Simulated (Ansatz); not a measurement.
# TaN (P-6m2) in Ansatz: notebook

One crystal, TaN, is run at these levels: PBEsol; tasks: density of states, phonons, elastic constants.

Everything below comes from runs of Ansatz 0.2.0. Logs are shortened: lines on timing, memory, paths and dates and some standing lists are left out, and cuts for length are marked.

## Step 1: The structure

The structure is hexagonal, space group P-6m2 (No. 187). The conventional cell has a = 2.938 Å, b = 2.938 Å, c = 2.883 Å, α = 90.00°, β = 90.00°, γ = 120.00°. Ta (site symmetry -6m2) has 6 N at 2.23 Å as nearest neighbours. N (site symmetry -6m2) is surrounded by 6 Ta at 2.23 Å.

## Step 2: Density of states, PBEsol

Input file input.yaml:

```yaml
crystal:
  lattice:
    - [2.938, 0.0, 0.0]
    - [-1.469, 2.5443826363, 0.0]
    - [0.0, 0.0, 2.883]
  atoms:
    - { symbol: Ta, position: [0.0, 0.0, 0.5] }
    - { symbol: "N", position: [0.6666666667, 0.3333333333, 0.0] }
kpoints:
  mp_grid: { grid: [10, 10, 9] }
scf:
  occupations: { method: fermi_dirac, width: 0.05 }
hamiltonian:
  xc: pbesol
  pseudopotentials: { kind: all_electron, datasets: crystal }
output:
  forces: true
  stress: true
  eigenvalues: true
  dos: { projected: false, de: 0.1, e_range: [-20, 10] }
```

Potentials or basis: all-electron PAW datasets made for the crystal.

On the command line:

```
> ansatz run input.yaml --threads 1 --pin off --max-ram 3072MiB --backend cpu --events-out ev --progress --plain --runs-dir out
```

What it wrote:

```text
Warning: RAYON_NUM_THREADS=1 ignored (pool sized by the plan → 1); use --threads N
hamiltonian.pseudopotentials.datasets: crystal makes datasets for this crystal and solves the spheres of its atoms anew in each pass: cutoff 480.0 eV, the density's 1920.0 eV; for an error of 0.50 meV an atom under PBE, 1.0 meV for the cell; an energy difference from a run of another recipe may be off by several times the error for the cell, under r2SCAN by more, where some 0.1 meV an atom stays at smaller errors; N in spheres of 0.910 Å, 5 of its electrons in bands; Ta in spheres of 1.307 Å, 27 of its electrons in bands
band count auto-derived: 22 (N_el = 32.0; filled up to band 16; 20 by the electrons, moments and atoms)
Engine: ansatz 0.2.0, x86_64-unknown-linux-gnu
Pseudopotentials: kind: all_electron
Pseudopotential: Ta, paw, valence charge 27, recommended cutoff 480 eV (normal), crystal/all_electron/pbesol/scalar/gaussian/Ta, Koelling and Harmon's equation, gaussian nucleus
Pseudopotential: N, paw, valence charge 5, recommended cutoff 480 eV (normal), crystal/all_electron/pbesol/scalar/gaussian/N, Koelling and Harmon's equation, gaussian nucleus
Functional definition: PBEsol
  exchange = pbesol_x
  correlation = pbesol_c
Crystal: 2 atoms, lattice volume = 21.552 Å³
Basis set: ecut = 480 eV, 527 PW (Γ), exchange–correlation on 48×48×48 points (8 copies of the dense FFT grid, shifted against one another)
Bands: 22, of which v1, the nominal top of the filled ones, is band 16 counted from 1 (15 counted from 0)
Symmetry: 12 space group operations
Space group: P-6m2 (ITA 187), of the structure as read, at distance tolerance 2.8e-5 Å
k-points: 70 of 900 (time reversal used)
Non-local potential: Ta, projectors of the file, l = 0: 2, l = 1: 2, l = 2: 1, l = 3: 2
Non-local potential: N, projectors of the file, l = 0: 1, l = 1: 1
PAW form: soft (Blöchl's): semilocal exchange-correlation on the pseudo side does not see the compensation charge
PAW one-centre angular grid: Ta, 590 points (default); XC on its mesh's 1807 points in the sphere
PAW one-centre angular grid: N, 110 points (default); XC on its mesh's 1925 points in the sphere
Initial density: superposition of atomic densities (neutral atoms: chi_scale 0, normalization atom)
Initial wavefunctions: pseudopotential atomic-orbital guess
Functional: x = pbesol(κ = 0.804, μ = 0.12345679012345678), c = pbesol(β = 0.046)
iter 1 solved again at ethr=2.81e-2 eV; its pass at ethr=1.00e-1 eV (dr2=9.00e0 eV) is discarded
SCF iter   1: F=—  HF=-425932.882960 eV  |F-HF|=—  |Δ(HF+E_count)|=         —  Δρ=1.79e-1  dr2=8.67e0  ethr=2.81e-2  ⟨swp⟩=2.0  Hψ=7869  notcnv=0
preconditioner: auto → none  [insulator: Δε(μ)=0.112 eV  Ē_g=24.162 eV  σ=0.050 eV  W_gap=0.50  n_scr=8 (ndim 8)  ℏωp=43.8 eV  f_vac=0.000  D(μ)=0.06/eV (n_scr^D=0)  ε∞_Penn≈4.3]
SCF iter   2: F=—  HF=-425931.751292 eV  |F-HF|=—  |Δ(HF+E_count)|=    1.13e0  Δρ=1.53e-1  dr2=4.75e0  ethr=2.71e-2  ⟨swp⟩=3.1  Hψ=3848  notcnv=0  defer=1
iter 3 solved again at ethr=4.24e-4 eV; its pass at ethr=1.49e-2 eV (dr2=1.36e-1 eV) is discarded
SCF iter   3: F=—  HF=-425930.669730 eV  |F-HF|=—  |Δ(HF+E_count)|=    1.08e0  Δρ=2.81e-2  dr2=1.37e-1  ethr=4.24e-4  ⟨swp⟩=2.0  Hψ=6443  notcnv=0  defer=1
SCF iter   4: F=—  HF=-425930.644285 eV  |F-HF|=—  |Δ(HF+E_count)|=   2.54e-2  Δρ=6.73e-3  dr2=6.86e-3  ethr=4.24e-4  ⟨swp⟩=3.0  Hψ=3510  notcnv=0
SCF iter   5: F=—  HF=-425930.643453 eV  |F-HF|=—  |Δ(HF+E_count)|=   8.32e-4  Δρ=1.20e-3  dr2=1.52e-4  ethr=2.14e-5  ⟨swp⟩=2.9  Hψ=3817  notcnv=0
SCF iter   6: F=—  HF=-425930.644563 eV  |F-HF|=—  |Δ(HF+E_count)|=   1.11e-3  Δρ=1.16e-3  dr2=4.12e-4  ethr=4.74e-7  ⟨swp⟩=3.0  Hψ=4171  notcnv=0
SCF iter   7: F=—  HF=-425930.644466 eV  |F-HF|=—  |Δ(HF+E_count)|=   9.75e-5  Δρ=2.06e-4  dr2=1.06e-5  ethr=4.74e-7  ⟨swp⟩=3.0  Hψ=2941  notcnv=0
SCF iter   8: F=—  HF=-425930.644385 eV  |F-HF|=—  |Δ(HF+E_count)|=   8.12e-5  Δρ=8.13e-5  dr2=2.00e-6  ethr=3.32e-8  ⟨swp⟩=2.0  Hψ=3644  notcnv=0
SCF iter   9: F=-425930.644384 eV  HF=-425930.644384 eV  |F-HF|=7.57e-9  |Δ(HF+E_count)|=   4.84e-7  Δρ=6.13e-6  dr2=1.06e-8  ethr=6.25e-9  ⟨swp⟩=3.0  Hψ=2753  notcnv=0
SCF 1 converged in 9 iterations: F = -425930.644385 eV  dr2 = 1.06e-8
  Residual-converged pass: ⟨swp⟩=3.0  Hψ=3344  notcnv=0  max |occ|·‖R‖ = 5.1e-6 eV (tolerance 5.3e-6 eV)  dr2=1.01e-8  dr2_onsite=4.86e-9  max |Δocc| = 1.6e-11
SCF converged after 9 iterations
Free energy (F): -425930.644385 eV
Harris-Foulkes:  -425930.644385 eV  (|F-HF|=7.57e-9)
Internal energy: -425930.644058 eV  (E = F + TS)
E sigma→0 (E₀):  -425930.644221 eV
Entropy (-TS):   -0.000327 eV (-0.164 meV/atom)
Past the cutoff: the bands carry plane waves up to 1.75 times it, of which those up to 1.5 times it add -0.000257 eV an atom, each by itself; the spheres take 0.000191 eV an atom off the energy for waves past 1.75 times it
By the cutoff:   a pressure is off by up to 0.007 GPa (1.2 times the spheres' own share and the shells' term, over an atom's volume, and 0.004 GPa: a bound that held against runs at twice the plane waves)
Past the cutoffs: a stress includes 0.0033 GPa for waves and charges beyond them, in addition to the slope of what the spheres take
In the spheres:  the bands' charges fall short by 7.2e-7 e at most (sound up to 1e-3)
Fermi energy:    25.330026 eV
--- Per-component energies (eV) ---
  E_band       = 111.644242
  E_kinetic    = 425.524835
  E_local      = -4166.605679  (includes V_loc(G=0)·N_el)
  E_nonlocal   = -2302.026567
  E_hartree    = 2161.376402
  E_xc         = -156.797542
  E_vxc        = -205.004915  (∫ρ·V_xc dr)
  E_paw        = -434126.039859  (= ΣΔE_a)
  E_vpaw       = -16269.493171  (= ΣTr[D̂ρ^β])
  E_ewald      = -6072.567164
  E_smearing   = -0.000327  (= −TS)
  E_closure    = 18306.491516  (closes the sum)
  Σ components = -425930.644385   (vs F -425930.644385, Δ=0.00e0)
  The terms above E_closure are by the made datasets' own strengths, without shells solved beside the bands.
--- Forces (eV/Å), atoms counted from 1 ---
  atom   1  Ta    -0.00000000     0.00000000     0.00000000
  atom   2  N      0.00000000     0.00000000     0.00000000
  max |Σ_I F_I| component: 2.96e-16 eV/Å
--- Stress (GPa, compression-positive) ---
       -4.667871      -0.000000       0.000000
        0.000000      -4.667871       0.000000
        0.000000       0.000000      -5.002574
  P = ⅓ Tr σ = -4.7794 GPa (-47.794 kbar)
--- Band table (eV; the first three rows and the last of 70) ---
  k-point 0: bands = ["-43.1130", "-9.4585", "-9.2029", "-9.2029", "5.1336", "5.1517", "5.1517", "5.1585", "5.1585", "5.1733", "5.2425", "7.5999", "20.7214", "20.7214", "21.0701", "22.3754", "27.4886", "28.8709", "28.8709", "29.2748"]
  k-point 1: bands = ["-43.1071", "-9.5753", "-9.1933", "-9.1933", "5.1374", "5.1493", "5.1493", "5.1626", "5.1626", "5.1666", "5.2425", "7.8512", "20.2205", "20.8229", "20.8229", "23.0825", "27.6234", "27.6234", "27.9247", "30.0652"]
  k-point 2: bands = ["-43.0921", "-9.8612", "-9.1689", "-9.1689", "5.1427", "5.1437", "5.1437", "5.1521", "5.1723", "5.1723", "5.2426", "8.5290", "18.6888", "21.0836", "21.0836", "24.5168", "26.3238", "26.3238", "28.9557", "30.0640"]
  k-point 69: bands = ["-42.9811", "-10.0746", "-9.8777", "-9.6831", "5.1069", "5.1522", "5.1584", "5.1673", "5.1737", "5.1807", "5.2197", "9.7005", "17.2038", "18.6974", "21.2278", "24.7945", "29.7100", "30.2613", "31.8171", "32.6021"]
```

Run time: 15 s. Hardware: 1 thread of AMD EPYC 7R13 (Zen 3), shared host; peak memory 0.65 GiB.

What came out:

```
Free energy            : -425930.6444 eV
Pressure               : -4.8 GPa
Band gap on the k mesh : none (metal or under the smearing width)
```

States per cell in windows of 0.5 eV (zero at the Fermi level; states under -8 eV left out):
```
from (eV)  total
     -8.0   0.90
     -7.5   0.52
     -7.0   0.40
     -6.5   0.44
     -6.0   0.66
     -5.5   0.82
     -5.0   0.98
     -4.5   0.85
     -4.0   0.15
     -3.5   0.06
     -3.0   0.21
     -2.5   0.25
     -2.0   0.60
     -1.5   0.50
     -1.0   0.35
     -0.5   0.02
      0.0   0.04
      0.5   0.08
      1.0   0.29
      1.5   0.49
      2.0   0.61
      2.5   0.78
      3.0   0.76
      3.5   0.83
      4.0   1.03
      4.5   0.93
      5.0   0.70
      5.5   0.72
      6.0   0.65
      6.5   0.41
      7.0   0.19
      7.5   0.14
```

Caveat: the program warned that the printed levels may be off, so bands, gaps and densities of states are rough. The run has no spin-orbit coupling, so splittings on Ta are missing.

## Step 3: Phonons, PBEsol

Edit input.yaml of step 2 so:

```diff
@@ -14,7 +14,6 @@
   xc: pbesol
-  pseudopotentials: { kind: all_electron, datasets: crystal }
-output:
-  forces: true
-  stress: true
-  eigenvalues: true
-  dos: { projected: false, de: 0.1, e_range: [-20, 10] }
+  pseudopotentials: { kind: all_electron, lapw: { basis_error: 0.001 } }
+output: {}
+phonons:
+  method: fd
+  supercell: [1, 1, 1]
```

Potentials or basis: all-electron LAPW, scalar-relativistic.

On the command line:

```
> ansatz run input.yaml --threads 1 --pin off --max-ram 3072MiB --backend cpu --events-out ev --progress --plain --runs-dir out
```

What it wrote:

```text
Warning: RAYON_NUM_THREADS=1 ignored (pool sized by the plan → 1); use --threads N
LAPW: plane waves up to 9.917 Å⁻¹, error target 1.0e-3 eV per atom; small_component_spin mean_spin; N in spheres of 0.911 Å, 7 of its electrons in bands, Dirac shells []; Ta in spheres of 1.248 Å, 43 of its electrons in bands, Dirac shells [] (how accurate: hamiltonian.pseudopotentials.lapw.basis_error, Limitations)
Engine: ansatz 0.2.0, x86_64-unknown-linux-gnu
Pseudopotentials: kind: all_electron
Pseudopotential: Ta, LAPW, valence charge 43, lapw/all_electron/scalar/gaussian/Ta, Koelling and Harmon's equation, gaussian nucleus
Pseudopotential: N, LAPW, valence charge 7, lapw/all_electron/scalar/gaussian/N, Koelling and Harmon's equation, gaussian nucleus
Functional definition: PBEsol
[... 96 lines left out ...]
  k-point 2: bands = ["-369.9813", "-369.9645", "-369.9645", "-350.9066", "-191.7673", "-191.7673", "-191.7367", "-191.7346", "-191.7346", "-43.0921", "-9.8612", "-9.1690", "-9.1690", "5.1429", "5.1435", "5.1435", "5.1523", "5.1723", "5.1723", "5.2427", "8.5290", "18.6888", "21.0836", "21.0836", "24.5168", "26.3237", "26.3237", "28.9556", "30.0640", "30.0640"]
  k-point 69: bands = ["-369.9813", "-369.9645", "-369.9645", "-350.9066", "-191.7673", "-191.7673", "-191.7367", "-191.7346", "-191.7346", "-42.9812", "-10.0747", "-9.8777", "-9.6831", "5.1067", "5.1521", "5.1584", "5.1673", "5.1736", "5.1808", "5.2199", "9.7005", "17.2038", "18.6974", "21.2278", "24.7945", "29.7100", "30.2613", "31.8171", "32.6021", "34.6341"]
--- Phonons: 4 displaced members + reference (amplitude 0.01 Å, Σ member SCF iterations 25) ---
  symmetry images taken by strict's conditions (phonons.symmetry_images: auto; settled by no image being taken that strict refuses)
  ASR residual: 9.072e-4 → 0.000e0 eV/Å²; symmetrization residual: 2.619e-5 eV/Å²
  largest component of a force at the reference: 1.8e-16 eV/Å
  ASR residual per site (eV/Å²): 9.07e-4 7.36e-4
  Γ frequencies (cm⁻¹): 0.00 0.00 0.00 520.03 520.03 533.22
  density of states and harmonic sums: on the 24×24×21 q-mesh, interpolated from the force constants of a 1×1×1 supercell (no non-analytic term)
  largest difference from the sums on the solved wave vectors: F 4.53e-1 eV, S 7.12e-4 and C_V 2.58e-4 eV/K
  zero-point energy: 0.118066 eV/cell   skipped modes (ω ≤ 0): 3   left out of the sums: 4.13e-5 of the cell's modes: C_V's classical limit lies that fraction below 3 k_B per atom; for a crystal, a wire or a layer, F and S can be off by more, and a phonons.interpolated_qmesh denser along its periods is the remedy for the sampling
```

phdos.tsv:

```text
# omega_inv_cm	omega_thz	g_bin_mean(omega)[modes/inv_cm]
# format = ansatz-phdos/2
# interpolated_qmesh = 24 24 21
# force_constants_supercell = 1 1 1
# lo_to_splitting: not included (the non-analytic LO-TO correction is not applied to the interpolated dynamical matrix; polar crystals: no LO-TO splitting at GAMMA, and LO and other optical branches, acoustic branches and sound speeds, and with them the density of states and the thermodynamics, can be off between the wave vectors that the force constants were sampled on, most near GAMMA; a larger extent of the force constants narrows that region and is not shown to mend the acoustic slopes)
# g_bin_mean(omega): the modes in a bin one row spacing wide, centred on omega, divided by that spacing. A flat band (one whose frequency is the same at every q-point) is counted whole in the row whose bin holds it (on the edge of two bins, in the lower row). The modes of the run's own cell are the sum of g_bin_mean times the row spacing in inv_cm (a plain sum, not the trapezoid rule); for a one-atom cell on a GAMMA-only q-mesh every row is zero, so that sum is 0, not 3
0.000000	0.000000	1.713655e-8
1.066438	0.031971	4.455503e-7
2.132876	0.063942	1.679382e-6
3.199313	0.095913	3.735767e-6
4.265751	0.127884	6.614708e-6
5.332189	0.159855	1.031620e-5
[... 493 lines left out ...]
532.152444	15.953529	3.519978e-3
533.218882	15.985500	5.744822e-4
```

phthermo.tsv:

```text
# format = ansatz-phthermo/1
# interpolated_qmesh = 24 24 21
# force_constants_supercell = 1 1 1
# non_analytic_term = not included (the non-analytic LO-TO correction is not applied to the interpolated dynamical matrix; polar crystals: no LO-TO splitting at GAMMA, and LO and other optical branches, acoustic branches and sound speeds, and with them the density of states and the thermodynamics, can be off between the wave vectors that the force constants were sampled on, most near GAMMA; a larger extent of the force constants narrows that region and is not shown to mend the acoustic slopes)
# zero_point_energy_ev = 1.1806579490e-1
# n_skipped_modes = 3
# share_of_modes_left_out = 4.1335978836e-5
# rigid_motions_known_by = geometry
# t_k	f_vib_ev	s_ev_per_k	c_v_ev_per_k
0.0000	1.1806579490e-1	0.0000000000e0	0.0000000000e0
10.0000	1.1806549872e-1	1.4060821170e-7	4.9189937277e-7
20.0000	1.1805883577e-1	1.5965751209e-6	5.9694028318e-6
30.0000	1.1801888253e-1	7.4269331896e-6	2.7288576685e-5
40.0000	1.1788794676e-1	1.9815920640e-5	6.1563592211e-5
50.0000	1.1760513112e-1	3.7412465937e-5	9.6946823937e-5
[... 93 lines left out ...]
990.0000	-5.0959119688e-1	1.0441667666e-3	5.0481914079e-4
1000.0000	-5.2005827905e-1	1.0492415619e-3	5.0505586669e-4
```

Wall time 3.5 min (1 thread of AMD EPYC 7R13 (Zen 3), shared host); peak memory 0.78 GiB.

What came out:

| Quantity | Value |
| --- | --- |
| Free energy | -425930.6439 eV |
| Band gap on the k mesh | none (metal or under the smearing width) |
| Highest phonon frequency at Γ | 533 cm⁻¹ |

Phonon frequencies in cm⁻¹ (negative: imaginary):
| q point | frequencies |
| --- | --- |
| (0.000, 0.000, 0.000) | 0 0 0 520 520 533 |

Caveat: a metal's response needs a denser mesh. Spin-orbit coupling is left out, which matters for the levels of Ta.

## Step 4: Elastic constants, PBEsol

Edit input.yaml of step 3 so:

```diff
@@ -9,3 +9,3 @@
 kpoints:
-  mp_grid: { grid: [10, 10, 9] }
+  mp_grid: { grid: [8, 8, 7] }
 scf:
@@ -15,5 +15,7 @@
   pseudopotentials: { kind: all_electron, lapw: { basis_error: 0.001 } }
-output: {}
-phonons:
-  method: fd
-  supercell: [1, 1, 1]
+output:
+  forces: true
+  stress: true
+elastic:
+  mode: clamped_ion
+  stencil: two_point
```

On the command line:

```
> ansatz run input.yaml --threads 1 --pin off --max-ram 3072MiB --backend cpu --events-out ev --progress --plain --runs-dir out
```

Wall time 3 min (1 thread of AMD EPYC 7R13 (Zen 3), shared host); peak memory 0.52 GiB.

The run converged. Its results:

* Free energy: -425930.6425 eV
* Pressure: -4.8 GPa
* Band gap on the k mesh: none (metal or under the smearing width)
* Voigt bulk modulus: 339 GPa

Stress tensor (GPa, compression positive):
```
-4.51  0.00  0.00
 0.00 -4.51  0.00
 0.00  0.00 -5.28
```

Levels at points of the mesh, in eV from the Fermi level:
| k point | band 22 | band 23 | band 24 | band 25 | band 26 | band 27 | band 28 | band 29 |
| --- | --- | --- | --- | --- | --- | --- | --- | --- |
| (0.00, 0.00, 0.00) | -4.67 | -4.67 | -4.32 | -3.01 | 2.10 | 3.49 | 3.49 | 3.89 |
| (0.00, -0.50, 0.00) | -8.40 | -5.29 | -3.59 | -3.26 | 2.89 | 3.93 | 5.09 | 5.21 |

Elastic tensor in Voigt notation (GPa, ions clamped, in the Cartesian axes of the cell as first typed):
```
669 171 140   0   0   0
171 669 140   0   0   0
139 139 816   0   0   0
  0   0   0 241   0   0
  0   0   0   0 241   0
  0   0   0   0   0 249
```

Caveat: the k mesh is thin for a metal, which can move the energy by tens of meV per atom; a metal's response needs a denser mesh; the cell is more than 3 GPa from zero pressure, which shifts response properties; elastic constants of metals need much finer meshes, so these are rough.

## Step 5: Summary

| task | potentials or basis | k mesh | cutoff (eV) | basis error allowed | gap on the mesh (eV) | pressure (GPa) |
| --- | --- | --- | --- | --- | --- | --- |
| density of states | all-electron PAW datasets made for the crystal | 10 × 10 × 9 | 480 | - | none | -4.8 |
| phonons | all-electron LAPW, scalar-relativistic | 10 × 10 × 9 | 375 | 0.001 eV/atom | none | - |
| elastic constants | all-electron LAPW, scalar-relativistic | 8 × 8 × 7 | 375 | 0.001 eV/atom | none | -4.8 |

Alike in all rows: level PBEsol; no spin polarisation; cell as given; smearing fermi-dirac 0.05 eV.

Caveats: a metal's response needs a denser mesh (some runs); the program warned that the printed levels may be off, so bands, gaps and densities of states are rough (some runs); the k mesh is thin for a metal, which can move the energy by tens of meV per atom (some runs); the cell is more than 3 GPa from zero pressure, which shifts response properties (some runs); elastic constants of metals need much finer meshes, so these are rough (some runs).

Compare energies only between runs with the same functional and basis.
